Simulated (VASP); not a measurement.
# Ni (Fm-3m) in VASP: a series of runs

Runs on Ni. Level: PBEsol. Tasks: relaxation of cell and atoms.

Everything below comes from runs of VASP 6.6.1. Logs are shortened: lines on timing, memory, paths and dates and some standing lists are left out, and cuts for length are marked.

**1. The crystal as given**

The structure is cubic, space group Fm-3m (No. 225). Conventional cell: a = 3.524 Å, b = 3.524 Å, c = 3.524 Å, α = 90.00°, β = 90.00°, γ = 90.00°. Ni (site symmetry m-3m) has 12 Ni at 2.49 Å as nearest neighbours.

**2. Relaxation of cell and atoms, PBEsol, collinear spin, ferromagnetic start**

The input, INCAR:

```
ALGO = Fast
EDIFF = 1E-7
EDIFFG = -0.002
ENCUT = 520
GGA = PS
IBRION = 2
ISIF = 3
ISMEAR = 0
ISPIN = 2
LASPH = T
LCHARG = F
LMAXMIX = 4
LORBIT = 11
LREAL = F
LWAVE = F
MAGMOM = 0.8
NELM = 120
NSW = 80
PREC = Accurate
SIGMA = 0.1
```

The input, KPOINTS:

```
k-points
0
Gamma
  20 20 20
```

The input, POSCAR:

```
Ni
1.0
    0.0000000000      1.7619350000      1.7619350000
    1.7619350000      0.0000000000      1.7619350000
    1.7619350000      1.7619350000      0.0000000000
Ni
1
Direct
    0.0000000000      0.0000000000      0.0000000000
```

Potentials or basis: VASP PAW PBE potentials, release 64 (Ni).

Launch:

```sh
$ cat potpaw_PBE.64/Ni/POTCAR > POTCAR
$ mpirun -np 1 vasp_std > vasp.out
```

OUTCAR:

```text
EDIFF = 1E-7
   EDIFFG = -0.002
   ENCUT = 520
   GGA = PS
   IBRION = 2
   ISIF = 3
   ISMEAR = 0
   ISPIN = 2
   LASPH = T
   LORBIT = 11
   LREAL = F
   NELM = 120
   NSW = 80
   PREC = Accurate

 ion  position               nearest neighbor table
   1  0.000  0.000  0.000-

  LATTYP: Found a face centered cubic cell.
 ALAT       =     3.5238700000

  Lattice vectors:

 A1 = (   0.0000000000,   1.7619350000,   1.7619350000)
 A2 = (   1.7619350000,   0.0000000000,   1.7619350000)
 A3 = (   1.7619350000,   1.7619350000,   0.0000000000)

Analysis of symmetry for initial positions (statically):
=====================================================================
 Subroutine PRICEL returns:
 Original cell was already a primitive cell.

 Routine SETGRP: Setting up the symmetry group for a
 face centered cubic supercell.

 Subroutine GETGRP returns: Found 48 space group operations
 (whereof 48 operations were pure point group operations)
 out of a pool of 48 trial point group operations.

The static configuration has the point symmetry O_h .

Analysis of symmetry for dynamics (positions and initial velocities):
=====================================================================
 Subroutine PRICEL returns:
 Original cell was already a primitive cell.

 Routine SETGRP: Setting up the symmetry group for a
 face centered cubic supercell.

 Subroutine GETGRP returns: Found 48 space group operations
 (whereof 48 operations were pure point group operations)
 out of a pool of 48 trial point group operations.

The dynamic configuration has the point symmetry O_h .

Analysis of structural, dynamic, and magnetic symmetry:
=====================================================================
 Subroutine PRICEL returns:
 Original cell was already a primitive cell.

 Routine SETGRP: Setting up the symmetry group for a
 face centered cubic supercell.

 Subroutine GETGRP returns: Found 48 space group operations
 (whereof 48 operations were pure point group operations)
 out of a pool of 48 trial point group operations.

The overall configuration has the point symmetry O_h .

 Subroutine INISYM returns: Found 48 space group operations
 (whereof 48 operations are pure point group operations),
 and found     1 'primitive' translations

----------------------------------------------------------------------------------------

                                     Primitive cell

  volume of cell :      10.9396

  direct lattice vectors                    reciprocal lattice vectors
     0.000000000  1.761935000  1.761935000    -0.283778914  0.283778914  0.283778914
     1.761935000  0.000000000  1.761935000     0.283778914 -0.283778914  0.283778914
     1.761935000  1.761935000  0.000000000     0.283778914  0.283778914 -0.283778914

  length of vectors
     2.491752373  2.491752373  2.491752373     0.491519496  0.491519496  0.491519496

  position of ions in fractional coordinates (direct lattice)
     0.000000000  0.000000000  0.000000000

  ion indices of the primitive-cell ions
   primitive index   ion index
                 1           1

----------------------------------------------------------------------------------------

 KPOINTS: k-points

Automatic generation of k-mesh.
 Grid dimensions read from file:
 generate k-points for:   20   20   20

 Generating k-lattice:

  Cartesian coordinates                     Fractional coordinates (reciprocal lattice)
    -0.014188946  0.014188946  0.014188946     0.050000000  0.000000000  0.000000000
     0.014188946 -0.014188946  0.014188946     0.000000000  0.050000000  0.000000000
     0.014188946  0.014188946 -0.014188946     0.000000000  0.000000000  0.050000000

  Length of vectors
     0.024575975  0.024575975  0.024575975

  Shift w.r.t. Gamma in fractional coordinates (k-lattice)
     0.000000000  0.000000000  0.000000000

 Subroutine IBZKPT returns following result:
 ===========================================

 Found    256 irreducible k-points:

 Following reciprocal coordinates:
            Coordinates               Weight
  0.000000  0.000000  0.000000      1.000000
  0.050000  0.000000  0.000000      8.000000
  0.100000  0.000000  0.000000      8.000000
  0.150000  0.000000  0.000000      8.000000
  0.200000  0.000000  0.000000      8.000000
  0.250000  0.000000  0.000000      8.000000
[... 16 lines left out ...]
 -0.400000  0.050000  0.000000     24.000000
 -0.350000  0.050000  0.000000     24.000000
 [... further k-points ...]
   k-points           NKPTS =    256   k-points in BZ     NKDIM =    256   number of bands    NBANDS=      9
   number of dos      NEDOS =    301   number of ions     NIONS =      1
   total plane-waves  NPLWV =   8000
   dimension x,y,z NGX =    20 NGY =   20 NGZ =   20
   dimension x,y,z NGXF=    40 NGYF=   40 NGZF=   40
   ions per type =               1
   NGX,Y,Z   is equivalent  to a cutoff of  13.34, 13.34, 13.34 a.u.
   NGXF,Y,Z  is equivalent  to a cutoff of  26.69, 26.69, 26.69 a.u.
 SYSTEM =  unknown system
   PREC   = accura    normal or accurate (medium, high low for compatibility)
   ISTART =      0    job   : 0-new  1-cont  2-samecut
   ICHARG =      2    charge: 1-file 2-atom 10-const
   ISPIN  =      2    spin polarized calculation?
   LNONCOLLINEAR =      F non collinear calculations
   LSORBIT =      F    spin-orbit coupling
   LASPH  =      T    aspherical Exc in radial PAW
   ENCUT  =  520.0 eV  38.22 Ry    6.18 a.u.   4.63  4.63  4.63*2*pi/ulx,y,z
   NELM   =    120;   NELMIN=  2; NELMDL= -5     # of ELM steps
   EDIFF  = 0.1E-06   stopping-criterion for ELM
   LREAL  =      F    real-space projection
   EDIFFG = -.2E-02   stopping-criterion for IOM
   NSW    =     80    number of steps for IOM
   IBRION =      2    ionic relax: 0-MD 1-quasi-New 2-CG
   NFREE  =      1    steps in history (QN), initial steepest desc. (CG)
   ISIF   =      3    stress and relaxation
   ISYM   =      2    0-nonsym 1-usesym 2-fastsym
   POTIM  = 0.5000    time-step for ionic-motion
   TEBEG  =    0.0;   TEEND  =   0.0 temperature during run
   PSTRESS=    0.0 pullay stress
   NELECT =      10.0000    total number of electrons
   NUPDOWN=      -1.0000    fix difference up-down
   EMIN   =  10.00;   EMAX   =-10.00  energy-range for DOS
   EFERMI =   0.00;   METHOD = LEGACY
   ISMEAR =     0;   SIGMA  =   0.10  broadening in eV -4-tet -1-fermi 0-gaus
   EFERMI_NEDOS =   21; number of points for ismear=-14 and -15
   IALGO  =     68    algorithm
   IMIX   =      4    mixing-type and parameters
     AMIX     =   0.40;   BMIX     =  1.00
     AMIX_MAG =   1.60;   BMIX_MAG =  1.00
  volume/ion in A,a.u.               =      10.94        73.82
  Fermi-wavevector in a.u.,A,eV,Ry     =   1.588821  3.002436 34.345893  2.524352
  Thomas-Fermi vector in A             =   2.687765
   LORBIT       =     11    0 simple, 1 ext, 2 COOP (PROOUT), +10 PAW based schemes
   GGA     = PS    functional components
   LHFCALC =     F    Hartree Fock is set to
   AEXX    =    0.0000 exact exchange contribution
   IVDW    =     0    specifies the selected vdW correction
   LEPSILON=     F    determine dielectric tensor
   LRPA    =     F    only Hartree local field effects (RPA)
 conjugate gradient relaxation of ions
 spin polarized calculation
 RMM-DIIS sequential band-by-band and
 Gauss-broadening in eV      SIGMA  =   0.10
  energy-cutoff  :      520.00
  volume of cell :       10.94
 maximum number of plane-waves:       306
   NGX =  9   NGY =  9   NGZ =  9

--------------------------------------- Ionic step        1  -------------------------------------------

 number of electron      10.0000010 magnetization       0.6305099

 Free energy of the ion-electron system (eV)
  ---------------------------------------------------
  ext. energy  EPLUGINS =         0.00000000
  ---------------------------------------------------
  free energy    TOTEN  =        -6.12070366 eV

  energy without entropy =       -6.11165854  energy(sigma->0) =       -6.11618110

------------------------ aborting loop because EDIFF is reached ----------------------------------------

  FORCE on cell =-STRESS in cart. coord.  units (eV):
  Direction    XX          YY          ZZ          XY          YZ          ZX
  --------------------------------------------------------------------------------------
  -------------------------------------------------------------------------------------
  Total       -0.7182577     -0.7182577     -0.7182577     -0.0000000     -0.0000000     -0.0000000
  in kB     -105.1940569   -105.1940569   -105.1940569     -0.0000000     -0.0000000     -0.0000000
  external PRESSURE =    -105.1940569 kB  Pullay stress =       0.0000000 kB
[... 22 lines left out ...]
--------------------------------------- Ionic step        2  -------------------------------------------

 number of electron       9.9999999 magnetization       0.6148428

 E-fermi :  10.6826     XC(G=0): -14.0421

 val. band max:       10.6817718039   @ k =   0.4500   0.1500   0.0500
 cond. band min:      10.6864572076   @ k =   0.3500   0.2500   0.0500
 fundamental gap:      0.0046854037
 Fermi energy:        10.6826273476

 spin component 1

 k-point     1 :       0.0000    0.0000    0.0000
  band No.  band energies     occupation
      1       0.8982      1.00000
      2       7.9852      1.00000
      3       7.9852      1.00000
      4       7.9852      1.00000
      5       9.3323      1.00000
      6       9.3323      1.00000
      7      35.2237      0.00000
      8      39.8599      0.00000
      9      39.8599      0.00000
[... 631 lines left out ...]
  FREE ENERGIE OF THE ION-ELECTRON SYSTEM (eV)
  ---------------------------------------------------
  free  energy   TOTEN  =        -6.1400296498 eV

  energy  without entropy=       -6.1315458095  energy(sigma->0) =       -6.13578773

[... ionic steps 4 to 11 ...]

--------------------------------------- Ionic step       12  -------------------------------------------

 number of electron       9.9999995 magnetization       0.6226898

------------------------ aborting loop because EDIFF is reached ----------------------------------------
[... 65 lines left out ...]
--------------------------------------- Ionic step       14  -------------------------------------------

 number of electron       9.9999995 magnetization       0.6227642

 Free energy of the ion-electron system (eV)
  ---------------------------------------------------
  ext. energy  EPLUGINS =         0.00000000
  ---------------------------------------------------
  free energy    TOTEN  =        -6.14003135 eV

  energy without entropy =       -6.13155354  energy(sigma->0) =       -6.13579244

 E-fermi :   9.8704     XC(G=0): -13.7175

 val. band max:        9.8700993683   @ k =  -0.4000   0.2500   0.0000
 cond. band min:       9.8716669966   @ k =   0.4000   0.0000   0.0000
 fundamental gap:      0.0015676282
 Fermi energy:         9.8704379150

 spin component 1

 k-point     1 :       0.0000    0.0000    0.0000
  band No.  band energies     occupation
      1       0.4764      1.00000
      2       7.3192      1.00000
      3       7.3192      1.00000
      4       7.3192      1.00000
      5       8.5698      1.00000
      6       8.5698      1.00000
      7      33.9668      0.00000
      8      38.1767      0.00000
      9      38.1767      0.00000
[... 596 lines left out ...]
  FREE ENERGIE OF THE ION-ELECTRON SYSTEM (eV)
  ---------------------------------------------------
  free  energy   TOTEN  =        -6.1400313454 eV

  energy  without entropy=       -6.1315535407  energy(sigma->0) =       -6.13579244

 reached required accuracy - stopping structural energy minimisation

 total charge

# of ion       s       p       d       tot
------------------------------------------
    1        0.521   0.547   8.333   9.401

 magnetization (x)

# of ion       s       p       d       tot
------------------------------------------
    1       -0.006  -0.024   0.659   0.628
```

Run time: 3.5 min. Hardware: 1 thread of Intel Xeon Platinum 8488C (Sapphire Rapids), shared host; peak memory 0.2 GiB.

Results:

```
Free energy                                           : -6.1400 eV
Relaxed volume                                        : 10.38 Å³/atom
Relaxed cell                                          : a = 2.448 Å, b = 2.448 Å, c = 2.448 Å, α = 60.00°, β = 60.00°, γ = 60.00°
Space group after relaxing (to 0.05 Å)                : Fm-3m (No. 225)
Energy gained by relaxing                             : 19.3 meV/atom
Ionic steps                                           : 14
Pressure after relaxing                               : 0.0 GPa
Band gap on the k mesh                                : none (metal or under the smearing width)
Net moment                                            : 0.62 μB per cell
Site moments                                          : Ni +0.63 μB
Valence electrons inside the program's atomic spheres : Ni 9.40
```

Step by step:
```csv
step,energy change (eV),largest force (eV/Å),pressure (GPa),volume (Å³)
1,0.0000,0.0000,-10.52,10.94
2,0.0026,0.0000,13.80,9.84
3,-0.0193,0.0000,-0.11,10.38
4,-0.0193,0.0000,0.16,10.37
5,-0.0193,0.0000,-0.12,10.39
6,-0.0193,0.0000,0.05,10.38
7,-0.0193,0.0000,-0.07,10.38
8,-0.0193,0.0000,0.06,10.38
9,-0.0193,0.0000,-0.04,10.38
10,-0.0193,0.0000,0.26,10.38
11,-0.0193,0.0000,-0.12,10.38
12,-0.0193,0.0000,0.22,10.37
13,-0.0193,0.0000,0.07,10.38
14,-0.0193,0.0000,0.00,10.38
```

Final structure:
```
Ni
1.0
     0.00000    1.73131    1.73131
     1.73131    0.00000    1.73131
     1.73131    1.73131    0.00000
Ni
1
Direct
  0.00000 0.00000 0.00000
```

Levels at points of the mesh, in eV from the Fermi level:
Spin up:
```csv
k point,band 2,band 3,band 4,band 5,band 6,band 7,band 8,band 9
"(0.00, 0.00, 0.00)",-2.55,-2.55,-2.55,-1.30,-1.30,24.10,28.31,28.31
"(0.50, 0.00, 0.00)",-2.54,-2.54,-0.58,-0.58,-0.43,5.98,22.57,25.44
"(0.50, 0.50, 0.00)",-4.46,-0.54,-0.43,-0.43,2.42,9.62,15.21,15.21
```
Spin down:
| k point | band 3 | band 4 | band 5 | band 6 | band 7 | band 8 |
| --- | --- | --- | --- | --- | --- | --- |
| (0.00, 0.00, 0.00) | -1.83 | -1.83 | -0.69 | -0.69 | 23.99 | 28.30 |
| (0.50, 0.00, 0.00) | -1.93 | -0.46 | 0.16 | 0.16 | 6.41 | 22.46 |
| (0.50, 0.50, 0.00) | 0.10 | 0.40 | 0.40 | 2.41 | 9.89 | 15.24 |

Caveat: the PAW data sets were made with another functional, which shifts forces and pressure a little.

**3. Relaxation of cell and atoms, PBEsol, collinear spin, ferromagnetic start**

This run uses another cell than the first one, of 10.38 Å³/atom, 0.949 times its volume.

INCAR is that of step 2.

KPOINTS is that of step 2.

The input, POSCAR:

```
Ni                                      
1.0
   -0.0000000000      1.7313101519      1.7313101519
    1.7313101519      0.0000000000      1.7313101519
    1.7313101519      1.7313101519     -0.0000000000
  Ni            
     1
Direct
     0.0000000000000000    0.0000000000000000    0.0000000000000000
```

Potentials or basis: VASP PAW PBE potentials, release 64 (Ni).

Launch:

```sh
$ cat potpaw_PBE.64/Ni/POTCAR > POTCAR
$ mpirun -np 1 vasp_std > vasp.out
```

Run time: 88 s. Hardware: 1 thread of Intel Xeon Platinum 8488C (Sapphire Rapids), shared host; peak memory 0.16 GiB.

It converged, with:

```
Free energy                                           : -6.1400 eV
Relaxed volume                                        : 10.38 Å³/atom
Relaxed cell                                          : a = 2.449 Å, b = 2.449 Å, c = 2.449 Å, α = 60.00°, β = 60.00°, γ = 60.00°
Space group after relaxing (to 0.05 Å)                : Fm-3m (No. 225)
Energy gained by relaxing                             : 0.0 meV/atom
Ionic steps                                           : 9
Pressure after relaxing                               : 0.0 GPa
Band gap on the k mesh                                : none (metal or under the smearing width)
Net moment                                            : 0.62 μB per cell
Site moments                                          : Ni +0.63 μB
Valence electrons inside the program's atomic spheres : Ni 9.40
```

Final structure:
```yaml
crystal:
  lattice:
    - [0.00000, 1.73149, 1.73149]
    - [1.73149, 0.00000, 1.73149]
    - [1.73149, 1.73149, 0.00000]
  atoms:
    - { symbol: Ni, position: [0.00000, 0.00000, 0.00000] }
```

Levels at points of the mesh, in eV from the Fermi level:
Spin up:
| k point | band 3 | band 4 | band 5 | band 6 | band 7 | band 8 |
| --- | --- | --- | --- | --- | --- | --- |
| (0.00, 0.00, 0.00) | -2.55 | -2.55 | -1.30 | -1.30 | 24.09 | 28.30 |
| (0.50, 0.00, 0.00) | -2.54 | -0.58 | -0.58 | -0.43 | 5.98 | 22.56 |
| (0.50, 0.50, 0.00) | -0.54 | -0.43 | -0.43 | 2.42 | 9.62 | 15.21 |
Spin down:
```tsv
k point	band 1	band 2	band 3	band 4	band 5	band 6	band 7	band 8	band 9
(0.00, 0.00, 0.00)	-9.40	-1.83	-1.83	-1.83	-0.69	-0.69	23.99	28.30	28.30
(0.50, 0.00, 0.00)	-4.70	-1.93	-1.93	-0.46	0.16	0.16	6.40	22.46	25.53
(0.50, 0.50, 0.00)	-4.60	-3.87	0.10	0.39	0.39	2.41	9.89	15.23	15.23
```

Caveat: the PAW data sets were made with another functional, which shifts forces and pressure a little.
